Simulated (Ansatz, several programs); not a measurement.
LiCl, h-MgO type, relaxed with PBE in Ansatz (plane waves, PAW): it is hexagonal, P6_3/mmc (No. 194); conventional cell a = 4.188 Å, c = 5.287 Å, 20.07 Å³ an atom. Li is surrounded by 5 Cl at 2.42–2.64 Å; Cl is surrounded by 5 Li at 2.42–2.64 Å. The cell was then scaled with its shape and fractional coordinates held, which makes it stiffer than a relaxed compression. The cell comes from a prototype generator: it can be a known phase or a hypothetical one. Spin polarisation is off.

| V (Å³/atom) | E (meV/atom) |
| --- | --- |
| 18.869 | 6.66 |
| 19.471 | 1.60 |
| 20.073 | 0.00 |
| 21.277 | 5.23 |

Problem. Pass a cubic E = c₀ + c₁u + c₂u² + c₃u³, with u = V − 19.922 Å³, through these points.

Solution. c₀ = 0.10, c₁ = -1.318, c₂ = 4.270, c₃ = -0.3724 (meV and Å³).

Problem. Where is the minimum, and what bulk modulus follows?

Solution. dE/du = 0 at u = +0.158, so V₀ = 20.08 Å³. B = V₀ d²E/dV² = 20.08 × (2c₂ + 6c₃u) = 20.08 × 8.187 = 164 meV/Å³, and 1 meV/Å³ is 0.16022 GPa: 26 GPa. A third-order Birch-Murnaghan fit to all five points gives 20.08 Å³ and 26 GPa.

Problem. Predict the energy and the pressure at the withheld volume, 20.675 Å³.

Solution. With u = +0.753: E ≈ 1.37 meV and P = −dE/dV ≈ -0.72 GPa. The run gives 1.35 meV and, from its stress, -0.71 GPa.
